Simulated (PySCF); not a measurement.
# C5H6N+: fields and orbitals

For C5H6N+, the scripts below compute its lowest excited states.

Method: levels as typed in each script, gas phase, geometry from GFN2-xTB; program: PySCF 2.14.0.

**1. The system as given**

SMILES `c1cc[nH+]cc1`, 12 atoms, charge 1, spin multiplicity 1.

Bond lengths: C1–C2 1.391 Å, C1–C6 1.391 Å, C1–H7 1.080 Å, C2–C3 1.381 Å, C2–H8 1.079 Å, C3–N4 1.337 Å, C3–H9 1.080 Å, N4–C5 1.337 Å, N4–H10 1.019 Å, C5–C6 1.381 Å, C5–H11 1.080 Å, C6–H12 1.079 Å. Angles: C2–C1–C6 119.4°, C2–C1–H7 120.3°, C6–C1–H7 120.3°, C1–C2–C3 119.1°, C1–C2–H8 121.0°, C3–C2–H8 119.9°, C2–C3–N4 119.9°, C2–C3–H9 122.2°, N4–C3–H9 117.9°, C3–N4–C5 122.5°, C3–N4–H10 118.7°, C5–N4–H10 118.7°, N4–C5–C6 119.9°, N4–C5–H11 117.9°, C6–C5–H11 122.2°, C1–C6–C5 119.1°, C1–C6–H12 121.0°, C5–C6–H12 119.9°.

Coordinates:

```
atom    x (Å)    y (Å)   z (Å)
  C1   1.4154  -0.0065  0.0000
  C2   0.7079  -1.2046  0.0000
  C3  -0.6722  -1.1690  0.0000
  N4  -1.3093   0.0060  0.0000
  C5  -0.6610   1.1754  0.0000
  C6   0.7194   1.1978  0.0000
  H7   2.4949  -0.0115  0.0000
  H8   1.2212  -2.1531  0.0000
  H9  -1.2710  -2.0681  0.0000
 H10  -2.3281   0.0106  0.0000
 H11  -1.2511   2.0802  0.0000
 H12   1.2418   2.1413  0.0000
```

**2. Excited states (LC-wPBE/cc-pvdz)**

File input.py:

```python
import numpy as np
from pyscf import gto, scf, dft, tdscf
from pyscf.scf import atom_ks, atom_hf
from scipy.linalg import block_diag

def solve(mol, dm0=None, hcore=None):
    mf = (dft.UKS if mol.spin else dft.RKS)(mol, xc='lc_wpbe')
    mf.grids.level = 3
    mf = mf.density_fit(auxbasis='def2-universal-jkfit')
    mf.conv_tol, mf.max_cycle = 1e-8, 80
    if hcore is not None:
        mf.get_hcore = lambda *args: hcore
    mf.kernel(dm0)
    if not mf.converged:
        mf = mf.newton().run(mf.mo_coeff, mf.mo_occ, max_cycle=30)
    assert mf.converged, 'SCF not converged'
    return mf

mol = gto.M(atom='''
C      1.41539    -0.00646     0.00000
C      0.70790    -1.20459     0.00000
C     -0.67222    -1.16896     0.00000
N     -1.30927     0.00600     0.00000
C     -0.66097     1.17537     0.00000
C      0.71942     1.19775     0.00000
H      2.49493    -0.01147     0.00000
H      1.22121    -2.15313     0.00000
H     -1.27098    -2.06809     0.00000
H     -2.32809     0.01055     0.00000
H     -1.25108     2.08020     0.00000
H      1.24182     2.14133     0.00000
''', basis='cc-pvdz', charge=1, spin=0, verbose=4)
mf = solve(mol)
td = mf.TDDFT()
td.nstates, td.singlet, td.conv_tol = 4, True, 1e-5
td.kernel()
td.analyze()
x, y = np.array([p[0] for p in td.xy]), np.array([p[1] + 0 * p[0] for p in td.xy])
f, mu = td.oscillator_strength(), td.transition_dipole()
nto = [td.get_nto(state=i + 1, verbose=4) for i in range(len(td.e))]
# spherically averaged free atoms, for the promolecule
atm = atom_ks.get_atm_nrks(mol, xc='lc_wpbe')
pro = block_diag(*[(atm[a[0]][2] * atm[a[0]][3]) @ atm[a[0]][2].T for a in mol._atom])
np.savez('result.npz', e=td.e, f=f, ok=td.converged, w=[n[0] for n in nto], nto=[n[1] for n in nto], x=x, y=y, c=mf.mo_coeff, occ=mf.mo_occ, eps=mf.mo_energy, pro=pro, mu=mu)
```

On the command line:

```console
OMP_NUM_THREADS=1 python input.py
```

Before running it: what results should come out? Wanted: lowest singlet excitation.

As calculated:

| quantity | value |
| --- | --- |
| lowest singlet excitation (LC-wPBE/cc-pvdz) | 5.62 eV |

The geometry was not optimised at these levels.
